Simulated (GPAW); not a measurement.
BP:

```
P B
1.0
     0.00000    2.26900    2.26900
     2.26900    0.00000    2.26900
     2.26900    2.26900    0.00000
P B
1 1
Direct
  0.75000 0.75000 0.75000
  0.00000 0.00000 0.00000
```

Base run:

* Program: GPAW 26.7.0
* Functional: TASK
* Potentials or basis: GPAW PAW data sets (gpaw-data 1.2.1)
* Cutoff: 800 eV
* Basis: pw
* k mesh: 10 × 10 × 10
* Occupations: fermi-dirac, width 0.05 eV
* Spin: no spin polarisation

Its results: band gap on the k mesh 1.50 eV, indirect (least direct gap 3.56 eV); pressure 9.1 GPa.

The run is repeated on the same cell with these changes: functional from TASK to TPSS. What comes out?

Band gap on the k mesh 1.29 eV, indirect (least direct gap 3.58 eV); pressure 1.1 GPa.

Caveats: the PAW data sets were made with another functional, which shifts forces and pressure a little.

Not every run made on this cell is shown here.
